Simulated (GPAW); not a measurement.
Write an ASE script for GPAW 26.7.0 that does the following.

* Task: single point
* Functional: PBEsol
* Potentials or basis: PAW data sets generated in the run's folder for this functional
* Cutoff: 600 eV
* Basis: pw
* k mesh: 9 × 6 × 6
* Occupations: fermi-dirac, width 0.05 eV
* Spin: no spin polarisation
* Maxiter: 150

The system is TiAl3.

```
CELL_PARAMETERS angstrom
2.83968 0.00000 0.00000
0.00000 4.68126 0.00000
0.00000 0.00000 4.90074
ATOMIC_POSITIONS crystal
Ti 0.00000 0.50000 0.16592
Al 0.00000 0.00000 0.83590
Al 0.50000 0.00000 0.33091
Al 0.50000 0.50000 0.66727
```

The cell comes from a database or a generator and needn't be the stable form of this composition.

The input as run:

run.py

```python
from ase import Atoms
from ase.dft.bandgap import bandgap
from ase.io import write
from ase.units import Bohr, GPa
from gpaw import GPAW, PW, setup_paths
from gpaw.elf import elf_from_dft_calculation

setup_paths.insert(0, '.')

atoms = Atoms(['Ti', 'Al', 'Al', 'Al'],
              cell=[[2.839677, 0.0, 0.0],
                    [0.0, 4.681264, 0.0],
                    [0.0, 0.0, 4.900742]],
              scaled_positions=[[0.0, 0.5, 0.165916],
                                [0.0, 0.0, 0.8359],
                                [0.5, 0.0, 0.330912],
                                [0.5, 0.5, 0.667271]],
              pbc=True)

calc = GPAW(mode=PW(600),
            xc='PBEsol',
            kpts={'size': (9, 6, 6), 'gamma': True},
            occupations={'name': 'fermi-dirac', 'width': 0.05},
            nbands=23,
            convergence={'density': 1e-05, 'energy': 1e-05},
            maxiter=150,
            txt='gpaw.txt')
atoms.calc = calc
energy = atoms.get_potential_energy()
forces = atoms.get_forces()
stress = atoms.get_stress()
calc.write('gs.gpw')
write('result.traj', atoms)
print(f'Energy: {energy:.6f} eV')
print('Forces (eV/A):')
print(forces.round(4))
print('Stress (GPa):', (stress / GPa).round(3))
print('Fermi level:', round(calc.get_fermi_level(), 4), 'eV')
print(f'Gap: {bandgap(calc)[0]:.4f} eV, direct: {bandgap(calc, direct=True)[0]:.4f} eV')

# fields on the real-space grid
write('density.cube', atoms, data=calc.get_pseudo_density() * Bohr**3)
write('potential.cube', atoms, data=calc.get_electrostatic_potential())
write('elf.cube', atoms, data=elf_from_dft_calculation(calc).data)
```

Potentials or basis: PAW data sets generated in the run's folder for this functional, pw.

The run is started by

```bash
$ gpaw-setup -f PBEsol Al Ti
$ OMP_NUM_THREADS=1 python run.py
```

Results of the run:

| Item | Value |
| --- | --- |
| Pressure | -2.4 GPa |
| Largest force | 0.041 eV/Å |
| Band gap on the k mesh | none (metal or under the smearing width) |

Run time: 74 s on 1 thread of Arm Neoverse V2, with other jobs on the host, peak memory 0.25 GiB.
